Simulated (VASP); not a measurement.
## RbBr: band structure with LDA

RbBr:

```
Rb Br
1.0
     0.00000    3.42700    3.42700
     3.42700    0.00000    3.42700
     3.42700    3.42700    0.00000
Rb Br
1 1
Direct
  0.00000 0.00000 0.00000
  0.50000 0.50000 0.50000
```

```
Program                : VASP 6.6.1
Task                   : band structure
Functional             : LDA
Potentials or basis    : VASP PAW LDA potentials, release 64 (Rb_sv, Br)
Cutoff                 : 520 eV
k mesh                 : 7 × 7 × 7
Occupations            : fermi-dirac, width 0.05 eV
Spin                   : no spin polarisation
Further INCAR settings : ALGO = Fast; EDIFF = 1e-06
```

```
Pressure                : -1.2 GPa
Band gap on the k mesh  : 3.96 eV, direct
Band gap along the path : 3.96 eV, direct
```

Levels at the corners of the path, in eV from the valence-band top:
| point | band 6 | band 7 | band 8 | band 9 | band 10 | band 11 |
| --- | --- | --- | --- | --- | --- | --- |
| Γ | 0.00 | 0.00 | 0.00 | 3.96 | 7.03 | 7.03 |
| X | -0.50 | -0.17 | -0.17 | 5.30 | 6.80 | 8.82 |
| X | -0.50 | -0.17 | -0.17 | 5.30 | 6.80 | 8.82 |
| W | -0.52 | -0.37 | -0.37 | 6.78 | 6.78 | 7.97 |
| W | -0.52 | -0.37 | -0.37 | 6.78 | 6.78 | 7.97 |
| K | -0.53 | -0.44 | -0.28 | 6.04 | 7.81 | 7.84 |
| K | -0.53 | -0.44 | -0.28 | 6.04 | 7.81 | 7.84 |
| Γ | 0.00 | 0.00 | 0.00 | 3.96 | 7.03 | 7.03 |
| Γ | 0.00 | 0.00 | 0.00 | 3.96 | 7.03 | 7.03 |
| L | -1.06 | -0.38 | -0.38 | 6.46 | 7.41 | 9.26 |
| L | -1.06 | -0.38 | -0.38 | 6.46 | 7.41 | 9.26 |
| U | -0.53 | -0.44 | -0.28 | 6.04 | 7.81 | 7.84 |
| U | -0.53 | -0.44 | -0.28 | 6.04 | 7.81 | 7.84 |
| W | -0.52 | -0.37 | -0.37 | 6.78 | 6.78 | 7.97 |
| W | -0.52 | -0.37 | -0.37 | 6.78 | 6.78 | 7.97 |
| L | -1.06 | -0.38 | -0.38 | 6.46 | 7.41 | 9.26 |
| L | -1.06 | -0.38 | -0.38 | 6.46 | 7.41 | 9.26 |
| K | -0.53 | -0.44 | -0.28 | 6.04 | 7.81 | 7.84 |
| U | -0.53 | -0.44 | -0.28 | 6.04 | 7.81 | 7.84 |
| X | -0.50 | -0.17 | -0.17 | 5.30 | 6.80 | 8.83 |

It took 59 s on 1 thread of Intel(R) Xeon(R) 6975P-C (Granite Rapids) (shared host), peak memory 0.19 GiB.

A hybrid or GW would open this gap; LDA tends to underestimate it.
